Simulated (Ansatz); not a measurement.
Runs of Ansatz 0.2.0 on Si2W. It takes space group I4/mmm (No. 139, tetragonal). The conventional cell has a = 3.214 Å, b = 3.214 Å, c = 7.830 Å, α = 90.00°, β = 90.00°, γ = 90.00°. W (site symmetry 4/mmm) has 10 Si at 2.62 Å as nearest neighbours. Si (site symmetry 4mm) is surrounded by 5 Si at 2.59 to 2.63 Å and 5 W at 2.62 Å. 

| task | level | spin | cell | k mesh | cutoff (eV) | smearing | points for each segment of the path | gap on the mesh (eV) | pressure (GPa) | relaxed volume (Å³/atom) | largest force (eV/Å) |
| --- | --- | --- | --- | --- | --- | --- | --- | --- | --- | --- | --- |
| relaxation of cell and atoms | revPBE+D4 | off | relaxed | 12 × 12 × 12 | 420 | fermi-dirac 0.05 eV | - | - | 0.0 | 13.16 | 0.01 |
| single point | PBE | off | as given | 12 × 12 × 12 | 420 | gaussian 0.017 eV | - | none | 3.3 | - | 0.08 |
| single point | PBE | off | as given | 12 × 12 × 12 | 420 | gaussian 0.029 eV | - | none | 3.3 | - | 0.08 |
| single point | PBE | off | as given | 12 × 12 × 12 | 420 | gaussian 0.026 eV | - | none | 3.3 | - | 0.08 |
| single point | PBE | off | as given | 12 × 12 × 12 | 420 | gaussian 0.021 eV | - | none | 3.3 | - | 0.08 |
| band structure | r2SCAN | SOC, no magnetisation | as given | 9 × 9 × 9 | 500 | fermi-dirac 0.05 eV | 14 | none | -1.3 | - | 0.05 |
| relaxation of cell and atoms | BLYP+D3(BJ) | off | relaxed | 12 × 12 × 12 | 420 | fermi-dirac 0.05 eV | - | - | 0.0 | (b) | - |
| phonons | PBE | off | as given | 9 × 9 × 9 | 420 | fermi-dirac 0.05 eV | - | none | - | - | - |
| single point | PBE | off | as given | 12 × 12 × 12 | 420 | gaussian 0.028 eV | - | none | 3.3 | - | 0.08 |
| single point | PBE | off | as given | 12 × 12 × 12 | 420 | gaussian 0.015 eV | - | none | 3.3 | - | 0.08 |
| relaxation of cell and atoms | revPBE+D3(BJ) | off | relaxed | 12 × 12 × 12 | 420 | fermi-dirac 0.05 eV | - | - | 0.0 | (a) | - |
| band structure | RPBE | off | as given | 12 × 12 × 12 | 420 | fermi-dirac 0.05 eV | 14 | none | 6.1 | - | 0.11 |

Alike in all rows: potentials or basis Ansatz PAW.

Task: Estimate the missing entries.

Result: (a) 13.00; (b) 13.22.

Caveats: the PAW data sets come from PBE, with cores solved anew for the run's functional, which leaves a small shift of forces and pressure (some runs); the plane-wave basis is chosen anew once the cell has moved, so the energies of steps on either side of that aren't comparable (some runs); spin-orbit coupling is left out, which moves the levels of the heavy elements (some runs).

A k mesh can miss the band edges, and rows without SOC leave out spin-orbit coupling on W.

A gap of «none» marks a metal or a gap under the smearing width.
